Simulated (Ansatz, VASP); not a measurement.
# Two plane-wave programs on Sn

```xyz
1
Lattice="-1.8189 1.8189 1.8947 1.8189 -1.8189 1.8947 1.8189 1.8189 -1.8947" Properties=species:S:1:pos:R:3 pbc="T T T"
Sn    0.0000    0.0000    0.0000
```

Change from the starting cell: strain -0.040 along x and y, +0.000 along z, atoms carried along.

Alike in both runs: task single point; functional PBEsol; dispersion D3(BJ); k mesh 18 × 18 × 18; occupations gaussian, width 0.15 eV; no spin polarisation.

```csv
,VASP,Ansatz
version,VASP 6.6.1,Ansatz 0.2.0
potentials or method,"VASP PAW PBE potentials, release 64 (Sn_d)","scalar-relativistic, plane waves, PAW"
plane-wave cutoff (eV),520,420
valence electrons in the cell,14,14
```

|  | VASP | Ansatz | Ansatz less VASP |
| --- | --- | --- | --- |
| gap on the k mesh at the Fermi level (eV) | none | none | - |
| pressure (GPa) | -0.2 | -0.1 | +0.02 |
| largest component of the traceless stress (GPa) | 0.52 | 0.52 | +0.002 |

A gap of «none» marks a metal or a gap that the smearing closes.

Caveats: the PAW data sets were made with another functional, which shifts forces and pressure a little (VASP); pairwise dispersion overbinds metals, which lowers pressure and volume.
